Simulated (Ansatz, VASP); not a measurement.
# Pt: VASP beside Ansatz

```
Pt
1.0
     0.00000    1.96430    1.96430
     1.96430    0.00000    1.96430
     1.96430    1.96430    0.00000
Pt
1
Direct
  0.00000 0.00000 0.00000
```

Alike in both runs: functional PBE; dispersion D3(BJ); k mesh 18 × 18 × 18; occupations gaussian, width 0.1 eV; no spin polarisation.

Ansatz relaxed the structure, and its values are those at the end. VASP's run is a single point on that final structure, the one shown.

|  | VASP | Ansatz |
| --- | --- | --- |
| version | VASP 6.6.1 | Ansatz 0.2.0 |
| potentials or method | VASP PAW PBE potentials, release 64 (Pt) | scalar-relativistic, plane waves, PAW |
| plane-wave cutoff (eV) | 520 | 420 |
| valence electrons in the cell | 10 | 18 |

Ansatz gave:

* gap on the k mesh at the Fermi level (eV): none
* pressure (GPa): 0.0

Task: Estimate VASP's values.

Result: gap on the k mesh at the Fermi level (eV): none; pressure (GPa): -0.6.

A gap of «none» marks a metal or a gap that the smearing closes. The two sets of potentials don't hold the same shells in valence.

Caveats: pairwise dispersion overbinds metals, which lowers pressure and volume. The runs have no spin-orbit coupling, so splittings on Pt are missing.
